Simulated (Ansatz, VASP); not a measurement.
One calculation of InP, two programs

Contents of INCAR:

```
ALGO     = Fast           # electronic algorithm
EDIFF    = 1E-7           # SCF threshold, eV
EDIFFG   = -0.005         # ionic threshold
ENCUT    = 600            # plane-wave cutoff, eV
GGA      = PE             # functional
IBRION   = 2              # ionic algorithm
ISIF     = 3              # what is computed and relaxed
ISMEAR   = 0              # smearing method
LASPH    = T              # aspherical terms in the spheres
LCHARG   = F              # write CHGCAR
LREAL    = F              # projectors in reciprocal space
LWAVE    = F              # write WAVECAR
NELM     = 60             # most SCF steps
NSW      = 100            # ionic steps
PREC     = Accurate       # precision mode
SIGMA    = 0.02           # smearing width, eV
```

Contents of KPOINTS:

```
k-points
0
Gamma
  8 8 8
```

File POSCAR:

```
InP
1.0
    0.0000000000      2.9305000000      2.9305000000
    2.9305000000      0.0000000000      2.9305000000
    2.9305000000      2.9305000000      0.0000000000
In P
1 1
Direct
    0.0000000000      0.0000000000      0.0000000000
    0.2500000000      0.2500000000      0.2500000000
```

Input for Ansatz:

```yaml
crystal:
  lattice:
    - [0.0, 2.9305, 2.9305]
    - [2.9305, 0.0, 2.9305]
    - [2.9305, 2.9305, 0.0]
  atoms:
    - { symbol: In, position: [0.0, 0.0, 0.0] }
    - { symbol: P, position: [0.25, 0.25, 0.25] }
basis:
  ecutwfc: 420
kpoints:
  mp_grid: { grid: [8, 8, 8] }
hamiltonian:
  xc: pbe
scf:
  occupations: { method: gaussian, width: 0.02 }
output:
  forces: true
  stress: true
  eigenvalues: true
relax:
  adjacent_minimum: "off"
  f_tol: 0.005
  max_steps: 80
  cell: { stress_tol: 0.05 }
```

Alike in both runs: task relaxation of cell and atoms; functional PBE; k mesh 8 × 8 × 8; occupations gaussian, width 0.02 eV; no spin polarisation.

|  | VASP | Ansatz |
| --- | --- | --- |
| version | VASP 6.6.1 | Ansatz 0.2.0 |
| potentials or method | VASP PAW PBE potentials, release 64 (In_d, P) | scalar-relativistic, plane waves, PAW |
| plane-wave cutoff (eV) | 600 | 420 |
| valence electrons in the cell | 18 | 18 |

```csv
,VASP,Ansatz,Ansatz less VASP
"gap on the k mesh at the Fermi level, each at its own relaxed structure (eV)",0.44,0.44,-0.002
relaxed volume (Å³/atom),26.44,26.46,+0.024
relaxed cell length with the largest relative difference (Å),4.213,4.214,+0.0013
energy change over the relaxation (meV/atom),-13,-13,-0.2
```

Caveats: spin-orbit coupling is left out, which moves the levels of the heavy elements. PBE usually gives volumes a little too large and moduli too small. A hybrid or GW would open this gap; PBE tends to underestimate it.
